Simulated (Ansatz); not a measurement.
Base system: BeO in the wurtzite structure (space group P6_3mc, No. 186; a = 2.712 Å, c = 4.405 Å). Axes: x lies along a and z along c of the hexagonal cell.

All numbers come from plane-wave PAW DFT at the PBE level (Ansatz, an electronic-structure program, 420 eV), without spin-orbit coupling.

Before the change:

| Quantity | Value |
|---|---|
| Valence-band top at Γ | 0.00, -0.04, -0.04 eV |
| Electron mass | 0.53 mₑ along c, 0.60 mₑ across (at Γ) |
| Band gap | 7.45 eV |
| Shortest interatomic distance | 1.656 Å |

It is then changed as follows: compressive biaxial strain of 0.79 % in the plane normal to [001], as in epitaxy on a mismatched substrate; the out-of-plane cell vector and the atoms relax.

Q: How does this affect the valence-band top at Γ, electron mass, band gap, in-plane stress and shortest interatomic distance?

A: The valence-band top at Γ (three highest levels, from the VBM) becomes 0.00, 0.00, -0.03 eV (base: 0.00, -0.04, -0.04 eV); the electron mass goes from 0.53 mₑ along c, 0.60 mₑ across (at Γ) to 0.52 mₑ out of plane, 0.62 mₑ in plane (at Γ); the band gap goes up by 0.133 eV to 7.59 eV; the mean in-plane stress (compression positive) comes out as +4.2 GPa; the shortest interatomic distance decreases by 0.010 Å, from 1.656 Å to 1.646 Å.

Masses are band curvatures over ±0.01 Å⁻¹ around the edge. Whether these cells are dynamically stable was not tested.
